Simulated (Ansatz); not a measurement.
# One geometry of Al3Cu, one setting changed: set of potentials

Method: DFT r2SCAN, scalar-relativistic, plane waves in Ansatz 0.2.0. The atoms stay where they are, in a cell that isn't relaxed at these levels; pressure is positive in compression.

```cif
data_structure
_symmetry_space_group_name_H-M 'P 1'
_symmetry_Int_Tables_number 1
_cell_length_a 2.7784
_cell_length_b 2.7784
_cell_length_c 7.5134
_cell_angle_alpha 90.000
_cell_angle_beta 90.000
_cell_angle_gamma 90.000
_cell_volume 58.00
loop_
_atom_site_label
_atom_site_type_symbol
_atom_site_fract_x
_atom_site_fract_y
_atom_site_fract_z
_atom_site_occupancy
Al1 Al 0.00000 0.00000 0.50000 1
Al2 Al 0.50000 0.50000 0.22612 1
Al3 Al 0.50000 0.50000 0.77388 1
Cu1 Cu 0.00000 0.00000 0.00000 1
```

The Γ-centred k-mesh is 16×16×6 and the occupation rule is Gaussian smearing, 0.1 eV. The spin treatment is unpolarised.

```csv
set of potentials,cutoff (eV),gap on mesh (eV),P (GPa),largest force (eV/Å)
PAW (default set),500,metal,0.5,0.154
PAW (harder set),900,metal,0.6,0.158
norm-conserving potentials,1450,metal,0.4,0.158
```